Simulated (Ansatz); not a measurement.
Ansatz input file:

```yaml
crystal:
  lattice:
    - [2.5080409239, 0.0, 0.0]
    - [-1.2467107647, 2.1762310413, 0.0]
    - [-0.6306650796, -1.0881155206, 3.02254]
  atoms:
    - { symbol: B, position: [0.979643, 0.983499, 0.001806] }
    - { symbol: "N", position: [0.668506, 0.332385, 0.984999] }
basis:
  ecutwfc: 420
kpoints:
  mp_grid: { grid: [12, 12, 12] }
hamiltonian:
  xc: pbe
  dispersion: d3bj
scf:
  occupations: { method: gaussian, width: 0.02 }
output:
  forces: true
  stress: true
  eigenvalues: true
  populations: true
```

Run as
```bash
ansatz run input.yaml --threads 1 --pin off --max-ram 2560MiB --backend cpu --events-out ev --progress --plain --runs-dir out
```

Method: Ansatz, DFT PBE+D3(BJ), scalar-relativistic, plane waves, PAW.

Part of what the program printed, abridged (iterations and final results):

```
SCF iter   1: F=—  HF=-542.547564 eV  |F-HF|=—  |Δ(HF+E_count)|=         —  Δρ=1.94e-3  dr2=2.44e-4  ethr=1.77e-3  ⟨swp⟩=5.0  Hψ=47175  notcnv=0
SCF iter   2: F=—  HF=-542.548472 eV  |F-HF|=—  |Δ(HF+E_count)|=   9.08e-4  Δρ=1.03e-3  dr2=5.59e-5  ethr=3.05e-6  ⟨swp⟩=2.0  Hψ=20664  notcnv=0
SCF iter   3: F=—  HF=-542.548699 eV  |F-HF|=—  |Δ(HF+E_count)|=   2.27e-4  Δρ=2.99e-4  dr2=1.03e-5  ethr=6.98e-7  ⟨swp⟩=2.0  Hψ=13352  notcnv=0
SCF iter   4: F=—  HF=-542.548700 eV  |F-HF|=—  |Δ(HF+E_count)|=   1.17e-6  Δρ=7.21e-5  dr2=5.70e-7  ethr=1.29e-7  ⟨swp⟩=2.5  Hψ=10560  notcnv=0
SCF iter   5: F=-542.548701 eV  HF=-542.548700 eV  |F-HF|=1.59e-7  |Δ(HF+E_count)|=   4.41e-7  Δρ=2.52e-5  dr2=3.70e-8  ethr=7.13e-9  ⟨swp⟩=2.6  Hψ=10397  notcnv=0
SCF iter   6: F=-542.548701 eV  HF=-542.548701 eV  |F-HF|=1.00e-8  |Δ(HF+E_count)|=   1.66e-7  Δρ=5.77e-6  dr2=2.09e-9  ethr=4.63e-10  ⟨swp⟩=2.2  Hψ=24398  notcnv=0
SCF 1 converged in 6 iterations: F = -542.548701 eV  dr2 = 2.09e-9
SCF converged after 6 iterations
Free energy (F): -542.548701 eV
Harris-Foulkes:  -542.548701 eV  (|F-HF|=1.00e-8)
Internal energy: -542.548701 eV  (E = F + TS)
E sigma→0 (E₀):  -542.548701 eV
Fermi energy:    7.553672 eV
--- Per-component energies (eV) ---
  E_band       = -10.911894
  E_kinetic    = 183.507463
  E_local      = -301.777061  (includes V_loc(G=0)·N_el)
  E_nonlocal   = 57.896912
  E_hartree    = 93.403542
  E_xc         = -92.269125
  E_vxc        = -114.500497  (∫ρ·V_xc dr)
  E_paw        = -206.819393  (= ΣΔE_a)
  E_vpaw       = -22.845920  (= ΣTr[D̂ρ^β])
  E_aug_tail   = 0.000099  (compensation charges beyond the density's cutoff)
  E_ewald      = -276.176749
  E_disp       = -0.314389  (pairwise vdW)
  E_smearing   =  0.000000  (= −TS)
--- Forces (eV/Å), atoms counted from 1 ---
  atom   1  B      1.65856339     2.08526022    -0.58910003
  atom   2  N     -1.65856599    -2.08526889     0.58911754
--- Stress (GPa, compression-positive) ---
       -5.639689      -4.976880       0.550545
       -4.976754       6.288388       1.179439
        0.550541       1.179445       4.743358
  P = ⅓ Tr σ = 1.7974 GPa (17.974 kbar)
--- Band table (eV; the first three rows and the last of 868) ---
  k-point 0: bands = ["-12.1604", "2.3231", "3.6442", "5.2660", "11.5986", "16.3224", "18.4251", "18.9981"]
  k-point 1: bands = ["-12.1257", "2.0313", "3.6427", "5.2632", "12.0123", "16.3060", "18.4259", "18.9768"]
  k-point 2: bands = ["-12.0284", "1.3223", "3.6393", "5.2559", "13.0624", "16.2626", "18.4274", "18.9203"]
  k-point 867: bands = ["-8.6611", "-2.8733", "1.6994", "3.9029", "8.9636", "15.2388", "21.5975", "25.7196"]
--- Löwdin populations: 2 sites ---
  site symbol q [e]
     0      B      2.6157
     1      N      5.3315
  spilling = 0.006599 (of n_electrons = 8.000000)
```

Self-consistency was reached.

It took 18 s on 1 thread of Arm Neoverse V1, on a shared host, peak memory 0.43 GiB.